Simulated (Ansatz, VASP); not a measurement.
**Two plane-wave programs on AlN**

The input INCAR:

```
SYSTEM = AlN
PREC = Accurate ; ENCUT = 520
EDIFF = 1E-7 ; ISMEAR = 0
SIGMA = 0.05 ; LREAL = .FALSE.
LASPH = .TRUE. ; NELM = 60
ALGO = Normal ; ISIF = 2
LWAVE = .FALSE. ; LCHARG = .TRUE.
GGA = PE ; LELF = .TRUE.
LVHAR = .TRUE. ; NBANDS = 11
```

The input KPOINTS:

```
Automatic mesh
0
G
  10 10 10
  0 0 0
```

File POSCAR:

```
AlN
1.0
    0.0000000000      2.2455466285      2.0659028982
    2.2455466285      0.0000000000      2.0659028982
    2.2455466285      2.2455466285      0.0000000000
Al N
1 1
Direct
    0.0000000000      0.0000000000      0.0000000000
    0.7500000000      0.7500000000      0.7500000000
```

Input for Ansatz:

```yaml
crystal:
  lattice:
    - [0.0, 2.2455466285, 2.0659028982]
    - [2.2455466285, 0.0, 2.0659028982]
    - [2.2455466285, 2.2455466285, 0.0]
  atoms:
    - { symbol: Al, position: [0.0, 0.0, 0.0] }
    - { symbol: "N", position: [0.75, 0.75, 0.75] }
basis:
  ecutwfc: 420
kpoints:
  mp_grid: { grid: [10, 10, 10] }
hamiltonian:
  xc: pbe
scf:
  occupations: { method: gaussian, width: 0.05 }
output:
  forces: true
  stress: true
  eigenvalues: true
```

Alike in both runs: task single point; functional PBE; k mesh 10 × 10 × 10; occupations gaussian, width 0.05 eV; no spin polarisation.

```csv
,VASP,Ansatz
version,VASP 6.6.1,Ansatz 0.2.0
potentials or method,"VASP PAW PBE potentials, release 64 (Al, N)","scalar-relativistic, plane waves, PAW"
plane-wave cutoff (eV),520,420
valence electrons in the cell,8,8
```

```tsv
	VASP	Ansatz	Ansatz less VASP
gap on the k mesh at the Fermi level (eV)	2.93	2.94	+0.010
least direct gap on the mesh (eV)	3.96	3.96	-0.009
pressure (GPa)	4.0	4.3	+0.26
largest component of the traceless stress (GPa)	5.49	5.44	-0.049
```

With one functional, cell and mesh, what is left measures potentials, basis and numerics.

A k mesh can miss the band edges. Expect the measured gap to be larger: semilocal functionals such as PBE lack the derivative discontinuity.
